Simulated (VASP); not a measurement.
# BaS in VASP: how settings move the PBE single point

The PBE single point of BaS built on the NiAs prototype, under +0.3 % strain along z alone is repeated with altered inputs. Which of them can be trusted? This is a trial cell built on a prototype, not taken from a measured structure, and it needn't be the compound's ground state.

The runs shown are made with VASP 6.6.1. PAW datasets, plane waves. Spin-unpolarised throughout. Whether this structure exists isn't addressed.

## (1) The cell

The cell comes from an earlier relaxation with r2SCAN in another program, then strained, with the atoms relaxed again.

The symmetry is P6_3/mmc (No. 194, hexagonal); conventional cell a = 4.442 Å, c = 7.813 Å, 33.38 Å³ an atom. Near Ba stand 6 S at 3.22 Å; near S stand 6 Ba at 3.22 Å.

Coordinates:

```
CELL_PARAMETERS angstrom
4.44219 0.00000 0.00000
-2.22110 3.84705 0.00000
0.00000 0.00000 7.81283
ATOMIC_POSITIONS crystal
Ba 0.00000 0.00000 0.00000
Ba 0.00000 0.00000 0.50000
S 0.33333 0.66667 0.25000
S 0.66667 0.33333 0.75000
```

## (2) Reference

The input, INCAR:

```
ENCUT = 520.000000
SIGMA = 0.020000
EDIFF = 1.00e-07
GGA = PE
PREC = Accurate
IBRION = -1
ISIF = 2
ISMEAR = -1
NBANDS = 24
NELM = 120
NSW = 0
LASPH = .TRUE.
LCHARG = .FALSE.
LWAVE = .FALSE.
LREAL = .FALSE.
```

The input, KPOINTS:

```
KPOINTS created by Atomic Simulation Environment
0
Gamma
6 6 4
0 0 0
```

The input, POSCAR:

```
Ba S
 1.0000000000000000
     4.4421900018022855    0.0000000000000000    0.0000000000000000
    -2.2210950009011428    3.8470493899980207    0.0000000000000000
     0.0000000000000000    0.0000000000000000    7.8128292682999998
 Ba  S
   2   2
Cartesian
  0.0000000000000000  0.0000000000000000  0.0000000000000000
  0.0000000000000000  0.0000000000000000  3.9064146341500008
 -0.0000000000000000  2.5646995933320142  1.9532073170750004
  2.2210950009011428  1.2823497966660071  5.8596219512250007
```

A file KPOINTS_OPT adds named points for the levels; it doesn't enter the self-consistent loop.

Potentials: the recommended PBE PAW datasets, 32 valence electrons.

On the command line:

```
$ mpirun -np 1 vasp_std
```

## (3) Variant 1

Edit INCAR of step 2 so:

```diff
@@ -9,3 +9,2 @@
 NBANDS = 24
-NELM = 120
 NSW = 0
@@ -15 +14,3 @@
 LREAL = .FALSE.
+LMAXMIX = 6
+NELM = 79
```

KPOINTS is that of step 2.

POSCAR is that of step 2.

## (4) Variant 2

The input, INCAR:

```
ENCUT = 520.000000
GGA = PE
PREC = Accurate
IBRION = -1
ISIF = 2
NBANDS = 24
NSW = 0
LASPH = .TRUE.
LCHARG = .FALSE.
LWAVE = .FALSE.
LREAL = .FALSE.
ISMEAR = 2
SIGMA = 0.01
EDIFF = 1e-09
NELM = 70
```

KPOINTS is that of step 2.

POSCAR is that of step 2.

## (5) Variant 3

The input, INCAR:

```
ENCUT = 520.000000
EDIFF = 1.00e-07
GGA = PE
PREC = Accurate
IBRION = -1
ISIF = 2
NBANDS = 24
NELM = 120
NSW = 0
LASPH = .TRUE.
LCHARG = .FALSE.
LWAVE = .FALSE.
LREAL = .FALSE.
ALGO = All
ISMEAR = 1
SIGMA = 0.5
```

KPOINTS is that of step 2.

POSCAR is that of step 2.

## (6) Variant 4

Edit INCAR of step 2 so:

```diff
@@ -9,3 +9,2 @@
 NBANDS = 24
-NELM = 120
 NSW = 0
@@ -15 +14,3 @@
 LREAL = .FALSE.
+NELM = 91
+ICHARG = 12
```

KPOINTS is that of step 2.

POSCAR is that of step 2.

Before running it: what results should come out? Wanted: for each run, changed; ending; energy change; pressure; electronic steps; usable.

As calculated:

| run | changed | ending | energy change (meV/atom) | pressure (GPa) | gap on the mesh (eV; negative: overlap) | electronic steps | time | usable |
| --- | --- | --- | --- | --- | --- | --- | --- | --- |
| ref. | – | converged | 0 | 0.6 | 2.31 | 16 | 35 s | yes |
| 1 | LMAXMIX = 6, NELM = 79 | converged | 0.0 | 0.6 | 2.31 | 16 | 31 s | yes |
| 2 | ISMEAR = 2, SIGMA = 0.01, EDIFF = 1e-09, NELM = 70 | converged | 0.0 | 0.6 | 2.31 | 18 | 33 s | yes |
| 3 | ALGO = All, ISMEAR = 1, SIGMA = 0.5 | converged | 3.8 | 0.5 | 2.33 | 21 | 40 s | no |
| 4 | ICHARG = 12 | converged | -256.7 | 19.6 | 3.38 | 8 | 15 s | no |

Of 4 altered inputs, 2 ended normally on a faulty or unsound input, 2 gave usable results.
